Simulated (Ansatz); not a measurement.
The system is P.

```
CELL_PARAMETERS angstrom
1.64774 -5.46504 0.00000
1.64774 5.46504 0.00000
0.00000 0.00000 4.54364
ATOMIC_POSITIONS crystal
P 0.90414 0.09586 0.58882
P 0.09586 0.90414 0.41118
P 0.59586 0.40414 0.08882
P 0.40414 0.59586 0.91118
```

Base run:

```yaml
Program: Ansatz 0.2.0
Functional: r2SCAN0
Potentials_or_basis: Ansatz PAW
Cutoff: "500 eV (not typed: the program's choice for these potentials)"
k_mesh: 5 × 5 × 4
Occupations: fermi-dirac, width 0.05 eV
Spin: no spin polarisation
```

Its results: band gap on the k mesh 1.75 eV, direct; pressure -0.8 GPa; largest force 0.165 eV/Å.

Q: After a change of settings the same cell gave: band gap on the k mesh 0.49 eV, direct; pressure 3.9 GPa; largest force 0.355 eV/Å. Which change was it?
A. functional from r2SCAN0 to r2SCAN
B. functional from r2SCAN0 to PBEsol; cutoff from 500 eV (not typed: the program's choice for these potentials) to 420 eV (not typed: the program's choice for these potentials)
C. functional from r2SCAN0 to HSE06; cutoff from 500 eV (not typed: the program's choice for these potentials) to 420 eV (not typed: the program's choice for these potentials)
D. functional from r2SCAN0 to RPBE; cutoff from 500 eV (not typed: the program's choice for these potentials) to 420 eV (not typed: the program's choice for these potentials)

A: D.

r2SCAN0 gives the wider gap, since exact exchange removes part of the self-interaction.

Caveats: odd divisions of the mesh miss points on the zone boundary, where band edges often lie, so the gap on the mesh can be too wide; the PAW data sets come from PBE, with cores solved anew for the run's functional, which leaves a small shift of forces and pressure; the density of states is complete only up to the lowest level of the last band computed; the thresholds are loose for stress (some runs).
